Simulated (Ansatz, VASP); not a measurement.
## Rh in VASP and in Ansatz

File INCAR:

```
SYSTEM = Rh
PREC = Accurate
ENCUT = 520
EDIFF = 1E-7
ISMEAR = 0
SIGMA = 0.1
LREAL = .False.
LASPH = .True.
NELM = 100
ALGO = Fast
ISIF = 2
LWAVE = .False.
LCHARG = .False.
GGA = PE
NBANDS = 14
```

KPOINTS

```
regular mesh
0
Gamma
  18 18 18
  0 0 0
```

The input POSCAR:

```
Rh
1.0
    0.0000000000      1.9339505492      1.9339505492
    1.9339505492      0.0000000000      1.9339505492
    1.9339505492      1.9339505492      0.0000000000
Rh
1
Direct
    0.0000000000      0.0000000000      0.0000000000
```

Input for Ansatz:

```yaml
crystal:
  lattice:
    - [0.0, 1.9339505496, 1.9339505496]
    - [1.9339505496, 0.0, 1.9339505496]
    - [1.9339505496, 1.9339505496, 0.0]
  atoms:
    - { symbol: Rh, position: [0.0, 0.0, 0.0] }
basis:
  ecutwfc: 420
kpoints:
  mp_grid: { grid: [18, 18, 18] }
hamiltonian:
  xc: pbe
scf:
  occupations: { method: gaussian, width: 0.1 }
output:
  forces: true
  stress: true
  eigenvalues: true
```

Alike in both runs: task single point; functional PBE; k mesh 18 × 18 × 18; occupations gaussian, width 0.1 eV; no spin polarisation.

```csv
,VASP,Ansatz
version,VASP 6.6.1,Ansatz 0.2.0
potentials or method,"VASP PAW PBE potentials, release 64 (Rh_pv)","scalar-relativistic, plane waves, PAW"
plane-wave cutoff (eV),520,420
valence electrons in the cell,15,17
```

```csv
,VASP,Ansatz,Ansatz less VASP
gap on the k mesh at the Fermi level (eV),none,none,-
pressure (GPa),-7.0,-7.1,-0.03
```

A gap of «none» marks a metal or a gap that the smearing closes. The two sets of potentials don't hold the same shells in valence.
